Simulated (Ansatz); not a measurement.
## MgO: do energies and stresses tell the same story?

Computed with DFT PBE, scalar-relativistic, plane waves, PAW (Ansatz 0.2.0).

Plane waves to 420 eV, a k mesh through Γ of 10×10×10 on the computed 2-atom cell and Gaussian smearing (0.02 eV); no spin polarisation.

Relaxed cell: Fm-3m, a = 4.254 Å, b = 4.254 Å, c = 4.254 Å, α = 90.00°, β = 90.00°, γ = 90.00°, 2 atoms in the primitive cell.

Energies at zero smearing and pressures from the stress tensor, at volumes with shape and atoms relaxed:
```json
{"V (Å³/atom)": "8.466", "E − E(first) (meV/atom)": "0.00", "P (GPa)": "24.81"}
{"V (Å³/atom)": "8.755", "E − E(first) (meV/atom)": "-37.59", "P (GPa)": "17.08"}
{"V (Å³/atom)": "9.044", "E − E(first) (meV/atom)": "-62.23", "P (GPa)": "10.49"}
{"V (Å³/atom)": "9.332", "E − E(first) (meV/atom)": "-75.90", "P (GPa)": "4.84"}
{"V (Å³/atom)": "9.621", "E − E(first) (meV/atom)": "-80.19", "P (GPa)": "0.01"}
{"V (Å³/atom)": "9.909", "E − E(first) (meV/atom)": "-76.37", "P (GPa)": "-4.14"}
{"V (Å³/atom)": "10.198", "E − E(first) (meV/atom)": "-65.65", "P (GPa)": "-7.70"}
{"V (Å³/atom)": "10.583", "E − E(first) (meV/atom)": "-42.16", "P (GPa)": "-11.68"}
```

Q: Check P = −dE/dV between neighbouring volumes, and get the bulk modulus from the pressures alone.

A: With 1 eV/Å³ = 160.2 GPa:
```tsv
middle V (Å³/atom)	−ΔE/ΔV (GPa)	mean P (GPa)
8.611	20.864	20.944
8.899	13.678	13.783
9.188	7.589	7.663
9.477	2.383	2.427
9.765	-2.120	-2.062
10.054	-5.949	-5.917
10.390	-9.780	-9.688
```

The two differ by 0.10 GPa at most. The mean of two end pressures misses the average over a step by about ΔV² P″/12, up to 0.10 GPa here; with that taken off 0.02 GPa remains. Around V = 9.621 Å³/atom, the two neighbours give B = −V ΔP/ΔV = 9.621 × 8.98 / 0.577 = 149.6 GPa, against B0 = 149.1 GPa from the Birch–Murnaghan fit of the energies.